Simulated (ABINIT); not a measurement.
# WS2 (R3m) in ABINIT: notebook

Aim: see how the results for WS2 move with the level of theory and the settings. Levels: PBEsol, LDA. Tasks: single point.

Everything below comes from runs of ABINIT 10.8.3 (patched build). Logs are shortened: lines on timing, memory, paths and dates and some standing lists are left out, and cuts for length are marked. The log counts tension as positive stress, the text compression.

### 1 The structure

The structure is trigonal, space group R3m (No. 160). The conventional cell has a = 3.158 Å, b = 3.158 Å, c = 18.490 Å, α = 90.00°, β = 90.00°, γ = 120.00°. Around W (site symmetry 3m) lie 6 S at 2.39 to 2.42 Å. S (site symmetry 3m) has 3 W at 2.42 Å as nearest neighbours. S (site symmetry 3m) has 3 W at 2.39 Å as nearest neighbours.

Measurements of this composition are mostly on another form, of space group No. 194.

### 2 Single point, PBEsol

The input, run.abi:

```
# Pseudopotentials
pp_dirpath "./"
pseudos "W.upf, S.upf"

# Structure
acell 6.4273633094 6.4273633094 6.4273633094 Angstrom
rprim
     0.2456683906     0.1418367115     0.9589209504
    -0.2456683906     0.1418367115     0.9589209504
     0.0000000000    -0.2836734229     0.9589209504
ntypat 2
znucl 74 16
natom 3
typat 1 2 2
xcart
     0.0000000000     0.0000000000     0.0000000000
     0.0000000000     0.0000000001    20.3007419416
     0.0000000000     0.0000000001    26.2162593439

# Plane-wave basis
ecut 31.0

# k points
kptopt 1
ngkpt 8 8 8
nshiftk 1
shiftk 0.0 0.0 0.0

# Exchange and correlation
ixc -116133

# Bands and occupations
nband 17
occopt 3
tsmear 0.05 eV

# SCF cycle
nstep 100
tolvrs 1.0e-10

# Output
iomode 3
prtwf 0
prtden 0
prteig 0
prtebands 0
enunit 1
```

Potentials or basis: PseudoDojo NC SR PBEsol v0.4.1 standard.

Run with:

```sh
> mpirun --bind-to none -np 4 abinit run.abi > log 2>&1
```

run.abo:

```text
.Version 10.8.3 of ABINIT
 Symmetries : space group R3 m (#160); Bravais hR (rhombohedral)
================================================================================
 Values of the parameters that define the memory need of the present run
     intxc =       0    ionmov =       0      iscf =       7    lmnmax =       8
     lnmax =       8     mgfft =      64  mpssoang =       4    mqgrid =    3001
     natom =       3  nloc_mem =       1    nspden =       1   nspinor =       1
    nsppol =       1      nsym =       6    n1xccc =    2501    ntypat =       2
    occopt =       3   xclevel =       2
       mpw =        2985          nfft =      262144          nkpt =          65
================================================================================
================================================================================

--------------------------------------------------------------------------------
------------- Echo of variables that govern the present computation ------------
--------------------------------------------------------------------------------
 -outvars: echo values of preprocessed input variables --------
            acell      1.2145956366E+01  1.2145956366E+01  1.2145956366E+01 Bohr
              amu      1.83850000E+02  3.20660000E+01
             ecut      3.10000000E+01 Hartree
           enunit           1
                       outvar_i_n : Printing only first  50 k-points.
              ixc     -116133
                       outvar_i_n : Printing only first  50 k-points.
         kptrlatt        8    0    0      0    8    0      0    0    8
          kptrlen      4.77420409E+01
            natom           3
            nband          17
            ngfft          64      64      64
             nkpt          65
            nstep         100
             nsym           6
           ntypat           2
                       prtocc : prtvol=0, do not print more k-points.
           occopt           3
           prtden           0
        prtebands           0
           prteig           0
            prtwf           0
            rprim      2.4566839060E-01  1.4183671150E-01  9.5892095040E-01
                      -2.4566839060E-01  1.4183671150E-01  9.5892095040E-01
                       0.0000000000E+00 -2.8367342290E-01  9.5892095040E-01
          spgroup         160
           tolvrs      1.00000000E-10
           tsmear      1.83746611E-03 Hartree
            typat      1  2  2
                       outvars : Printing only first  50 k-points.
           xangst      0.0000000000E+00  0.0000000000E+00  0.0000000000E+00
                      -2.0521035738E-16  3.7342946895E-10  1.0742689993E+01
                       2.8298734633E-16  4.8224488079E-10  1.3873046991E+01
            xcart      0.0000000000E+00  0.0000000000E+00  0.0000000000E+00
                      -3.8779137365E-16  7.0567942366E-10  2.0300741942E+01
                       5.3476858166E-16  9.1131075031E-10  2.6216259344E+01
             xred      0.0000000000E+00  0.0000000000E+00  0.0000000000E+00
[... 108 lines left out ...]
 ----iterations are completed or convergence reached----

 Mean square residual over all n,k,spin=   29.381E-07; max=  27.863E-04
 reduced coordinates (array xred) for    3 atoms
       0.000000000000      0.000000000000      0.000000000000
       0.580999999612      0.580999999612      0.580999999612
       0.750299999501      0.750299999501      0.750299999501
 rms dE/dt=  9.6698E-02; max dE/dt=  1.3573E-01; dE/dt below (all hartree)
    1       0.135734378791      0.135734378791      0.135734378791
    2      -0.082289488158     -0.082289488158     -0.082289488158
    3      -0.053445030311     -0.053445030311     -0.053445030311

 cartesian coordinates (angstrom) at end:
    1      0.00000000000000     0.00000000000000     0.00000000000000
    2     -0.00000000000000     0.00000000037343    10.74268999262947
    3      0.00000000000000     0.00000000048224    13.87304699050308

 cartesian forces (hartree/bohr) at end:
    1      0.00000000000000    -0.00000000000000    -0.01165401264192
    2     -0.00000000000000     0.00000000000000     0.00706528347701
    3     -0.00000000000000    -0.00000000000000     0.00458872916491
 frms,max,avg= 4.7934061E-03 1.1654013E-02   0.000E+00  0.000E+00  3.998E-09 h/b

 cartesian forces (eV/Angstrom) at end:
    1      0.00000000000000    -0.00000000000000    -0.59927342484932
    2     -0.00000000000000     0.00000000000000     0.36331148394058
    3     -0.00000000000000    -0.00000000000000     0.23596194090874
 frms,max,avg= 2.4648685E-01 5.9927342E-01   0.000E+00  0.000E+00  2.056E-07 e/A
 length scales= 12.145956366474 12.145956366474 12.145956366474 bohr
              =  6.427363309400  6.427363309400  6.427363309400 angstroms
 Fermi (or HOMO) energy (eV) =   9.95470   Average Vxc (eV)= -11.33998
 Eigenvalues (   eV  ) for nkpt=  65  k points:
 kpt#   1, nband= 17, wtk=  0.00195, kpt=  0.0000  0.0000  0.0000 (reduced coord)
 -65.16824  -29.43363  -29.24600  -29.24600   -6.21350   -4.19793    1.75564    5.90658
   5.90658    7.16335    7.16335    7.89381    8.22758   11.63498   11.63498   11.99750
  11.99750
 prteigrs : prtvol=0 or 1, do not print more k-points.

--- !EnergyTerms
iteration_state     : {dtset: 1, }
comment             : Components of total free energy in Hartree
kinetic             :  2.81105327653203E+01
hartree             :  2.57508928385239E+01
xc                  : -2.28160563059076E+01
Ewald energy        : -5.99631140045474E+01
psp_core            :  2.09537632796485E+00
local_psp           : -8.68272470072601E+01
non_local_psp       :  1.56851916473500E+01
internal            : -9.79644237385561E+01
'-kT*entropy'       : -1.32203189369610E-08
total_energy        : -9.79644237517764E+01
total_energy_eV     : -2.66574777307454E+03
band_energy         : -9.06014207704545E+00
...

 Cartesian components of stress tensor (hartree/bohr^3)
  sigma(1 1)=  3.41317568E-05  sigma(3 2)= -2.03949714E-13
  sigma(2 2)=  3.41317550E-05  sigma(3 1)=  0.00000000E+00
  sigma(3 3)= -7.25180185E-07  sigma(2 1)=  0.00000000E+00

-Cartesian components of stress tensor (GPa)         [Pressure= -6.6235E-01 GPa]
- sigma(1 1)=  1.00419096E+00  sigma(3 2)= -6.00040773E-09
- sigma(2 2)=  1.00419090E+00  sigma(3 1)=  0.00000000E+00
- sigma(3 3)= -2.13355376E-02  sigma(2 1)=  0.00000000E+00

== END DATASET(S) ==============================================================
================================================================================

 -outvars: echo values of variables after computation  --------
            acell      1.2145956366E+01  1.2145956366E+01  1.2145956366E+01 Bohr
           etotal     -9.7964423752E+01
            fcart      3.5672651889E-18 -8.0633210815E-19 -1.1654012642E-02
                      -1.8279963910E-18  1.7577054149E-18  7.0652834770E-03
                      -1.7392687979E-18 -9.5137330677E-19  4.5887291649E-03
            rprim      2.4566839060E-01  1.4183671150E-01  9.5892095040E-01
                      -2.4566839060E-01  1.4183671150E-01  9.5892095040E-01
                       0.0000000000E+00 -2.8367342290E-01  9.5892095040E-01
           strten      3.4131756828E-05  3.4131754977E-05 -7.2518018464E-07
                      -2.0394971350E-13  0.0000000000E+00  0.0000000000E+00
           xangst      0.0000000000E+00  0.0000000000E+00  0.0000000000E+00
                      -2.0521035738E-16  3.7342946895E-10  1.0742689993E+01
                       2.8298734633E-16  4.8224488079E-10  1.3873046991E+01
             xred      0.0000000000E+00  0.0000000000E+00  0.0000000000E+00
                       5.8099999961E-01  5.8099999961E-01  5.8099999961E-01
                       7.5029999950E-01  7.5029999950E-01  7.5029999950E-01
 Calculation completed.
```

Run time: 94 s. Hardware: 4 MPI ranks of Arm Neoverse V1, shared host; peak memory 0.6 GiB.

What came out:

- Free energy: -2665.7478 eV
- Pressure: -0.7 GPa
- Largest force: 0.599 eV/Å
- Band gap on the k mesh: 1.12 eV, indirect (least direct gap 2.29 eV)
- Valence electrons inside the program's atomic spheres: W 10.16; S 3.94, 3.96

Forces in eV/Å, atoms in the order of the input:
```
W    0.000  0.000 -0.599
S    0.000  0.000  0.363
S    0.000  0.000  0.236
```

Levels at points of the mesh, in eV from the valence-band top:
| k point | band 9 | band 10 | band 11 | band 12 | band 13 | band 14 | band 15 | band 16 | band 17 |
| --- | --- | --- | --- | --- | --- | --- | --- | --- | --- |
| (0.00, 0.00, 0.00) | -3.55 | -2.30 | -2.30 | -1.57 | -1.23 | 2.17 | 2.17 | 2.54 | 2.54 |
| (0.50, 0.00, 0.00) | -5.32 | -4.18 | -2.57 | -1.81 | -1.74 | 2.29 | 2.57 | 3.56 | 3.86 |
| (0.50, 0.50, 0.00) | -5.02 | -4.09 | -3.18 | -2.01 | -1.56 | 2.24 | 2.69 | 3.17 | 4.69 |
| (0.50, 0.50, 0.50) | -3.57 | -3.57 | -2.27 | -2.27 | 0.00 | 2.29 | 2.29 | 2.38 | 2.38 |

Caveat: the cutoff is short for stress, so the pressure is rough; spin-orbit coupling is left out, which moves the levels of the heavy elements.

### 3 Single point, PBEsol

The input, run.abi:

```
# Pseudopotentials
pp_dirpath "./"
pseudos "W.upf, S.upf"

# Structure
acell 3*1.0
rprim
     2.9838775508     1.7227425073    11.6470120147
    -2.9838775508     1.7227425073    11.6470120147
     0.0000000000    -3.4454850143    11.6470120147
ntypat 2
znucl 74 16
natom 3
typat 1 2 2
xred
     0.0000000000     0.0000000000     0.0000000000
     0.5810000000     0.5810000000     0.5810000000
     0.7503000000     0.7503000000     0.7503000000

# Plane-wave basis
ecut 843.552974 eV

# k points
kptopt 1
ngkpt 8 8 8
nshiftk 1
shiftk 0.0 0.0 0.0

# Exchange and correlation
ixc -116133

# Bands and occupations
nband 17
occopt 3
tsmear 0.05 eV

# SCF cycle
nstep 100
tolvrs 1.0e-10

# Output
iomode 3
prtwf 0
prtden 0
prteig 0
prtebands 0
enunit 1
```

Potentials or basis: PseudoDojo NC SR PBEsol v0.4.1 standard.

Run with:

```sh
> abinit run.abi > log 2>&1
```

Wall time 8.9 min (1 thread of Intel Xeon Platinum 8259CL at 2.50GHz (Skylake/Cascade Lake), shared host); peak memory 0.19 GiB.

Results (log left out):

```
Free energy                                           : -2665.7478 eV
Pressure                                              : -0.7 GPa
Largest force                                         : 0.599 eV/Å
Band gap on the k mesh                                : 1.12 eV, indirect (least direct gap 2.29 eV)
Valence electrons inside the program's atomic spheres : W 10.16; S 3.94, 3.96
```

Forces on the atoms (eV/Å):
```
W    0.000  0.000 -0.599
S    0.000  0.000  0.363
S    0.000  0.000  0.236
```

Stress tensor (GPa, compression positive):
```
-1.00  0.00  0.00
 0.00 -1.00  0.00
 0.00  0.00  0.02
```

Levels at points of the mesh, in eV from the valence-band top:
```csv
k point,band 9,band 10,band 11,band 12,band 13,band 14,band 15,band 16,band 17
"(0.00, 0.00, 0.00)",-3.55,-2.30,-2.30,-1.57,-1.23,2.17,2.17,2.54,2.54
"(0.50, 0.00, 0.00)",-5.32,-4.18,-2.57,-1.81,-1.74,2.29,2.57,3.56,3.86
"(0.50, 0.50, 0.00)",-5.02,-4.09,-3.18,-2.01,-1.56,2.24,2.69,3.17,4.69
"(0.50, 0.50, 0.50)",-3.57,-3.57,-2.27,-2.27,0.00,2.29,2.29,2.38,2.38
```

Caveat: the cutoff is short for stress, so the pressure is rough; spin-orbit coupling is left out, which moves the levels of the heavy elements. A hybrid or GW would open this gap; PBEsol tends to underestimate it.

### 4 Single point, LDA

The input, run.abi:

```
# Pseudopotentials
pp_dirpath "./"
pseudos "W.LDA_PW-JTH.xml, S.LDA_PW-JTH.xml"

# Structure
acell 3*1.0 Angstrom
rprim
     1.5790000000     0.9116360751     6.1633333333
    -1.5790000000     0.9116360751     6.1633333333
     0.0000000000    -1.8232721501     6.1633333333
ntypat 2
znucl 74 16
natom 3
typat 1 2 2
xcart
     0.0000000000     0.0000000000     0.0000000000
     0.0000000000     0.0000000001    20.3007419416
     0.0000000000     0.0000000001    26.2162593439

# Plane-wave basis
ecut 16.0
pawecutdg 32.0

# k points
kptopt 1
ngkpt 8 8 8
nshiftk 1
shiftk 0.0 0.0 0.0

# Exchange and correlation
ixc 7

# Bands and occupations
nband 17
occopt 3
tsmear 0.00183747

# SCF cycle
nstep 100
tolvrs 1.0e-9

# Output
iomode 3
prtwf 0
prtden 0
prteig 0
prtebands 0
enunit 1
```

Potentials or basis: JTH PAW LDA v2.0.

Run with:

```sh
> mpirun --bind-to none -np 4 abinit run.abi > log 2>&1
```

run.abo:

```text
.Version 10.8.3 of ABINIT
 Symmetries : space group R3 m (#160); Bravais hR (rhombohedral)
================================================================================
 Values of the parameters that define the memory need of the present run
     intxc =       0    ionmov =       0      iscf =      17    lmnmax =      18
     lnmax =       6     mgfft =      45  mpssoang =       3    mqgrid =    3001
     natom =       3  nloc_mem =       2    nspden =       1   nspinor =       1
    nsppol =       1      nsym =       6    n1xccc =       1    ntypat =       2
    occopt =       3   xclevel =       1
       mpw =        1125          nfft =       91125          nkpt =          65
Pmy_natom=         1
 PAW method is used; the additional fine FFT grid is defined by:
   mgfftf=        64    nfftf =    262144
================================================================================
================================================================================

[... 261 lines left out ...]
- sigma(3 3)=  3.70960105E+00  sigma(2 1)=  0.00000000E+00

== END DATASET(S) ==============================================================
================================================================================

 -outvars: echo values of variables after computation  --------
            acell      1.8897261259E+00  1.8897261259E+00  1.8897261259E+00 Bohr
           etotal     -9.0171578248E+01
            fcart      4.3027227349E-18 -2.4746537556E-19 -1.1358315402E-02
                      -2.6563936019E-18 -5.3422945403E-19  1.0582220055E-02
                      -1.6463291330E-18  7.8169482959E-19  7.7609534702E-04
            rprim      1.5790000000E+00  9.1163607510E-01  6.1633333333E+00
                      -1.5790000000E+00  9.1163607510E-01  6.1633333333E+00
                       0.0000000000E+00 -1.8232721501E+00  6.1633333333E+00
           strten      1.3895405708E-04  1.3895405671E-04  1.2608677697E-04
                      -5.7343189309E-14  0.0000000000E+00  0.0000000000E+00
           xangst      0.0000000000E+00  0.0000000000E+00  0.0000000000E+00
                      -4.2875916034E-18  5.8099986522E-11  1.0742689993E+01
                       9.7692910646E-17  7.5029846799E-11  1.3873046991E+01
             xred      0.0000000000E+00  0.0000000000E+00  0.0000000000E+00
                       5.8099999960E-01  5.8099999960E-01  5.8099999960E-01
                       7.5029999949E-01  7.5029999949E-01  7.5029999949E-01
 Calculation completed.
```

Wall time 35 s (4 MPI ranks of Arm Neoverse V2, shared host); peak memory 0.56 GiB.

Results:

```
Free energy                                           : -2453.6936 eV
Pressure                                              : -4.0 GPa
Largest force                                         : 0.584 eV/Å
Band gap on the k mesh                                : 1.10 eV, indirect (least direct gap 2.29 eV)
Valence electrons inside the program's atomic spheres : W 11.78; S 3.60, 3.63
```

Forces in eV/Å, atoms in the order of the input:
```
W    0.000  0.000 -0.584
S    0.000  0.000  0.544
S    0.000  0.000  0.040
```

Levels at points of the mesh, in eV from the valence-band top:
| k point | band 11 | band 12 | band 13 | band 14 | band 15 | band 16 |
| --- | --- | --- | --- | --- | --- | --- |
| (0.00, 0.00, 0.00) | -2.29 | -1.54 | -1.24 | 2.17 | 2.17 | 2.53 |
| (0.50, 0.00, 0.00) | -2.55 | -1.78 | -1.72 | 2.25 | 2.54 | 3.55 |
| (0.50, 0.50, 0.00) | -3.17 | -1.99 | -1.53 | 2.21 | 2.65 | 3.15 |
| (0.50, 0.50, 0.50) | -2.25 | -2.25 | 0.00 | 2.29 | 2.29 | 2.37 |

Caveat: spin-orbit coupling is left out, which moves the levels of the heavy elements.

(Part 1 of 2 ends here.)
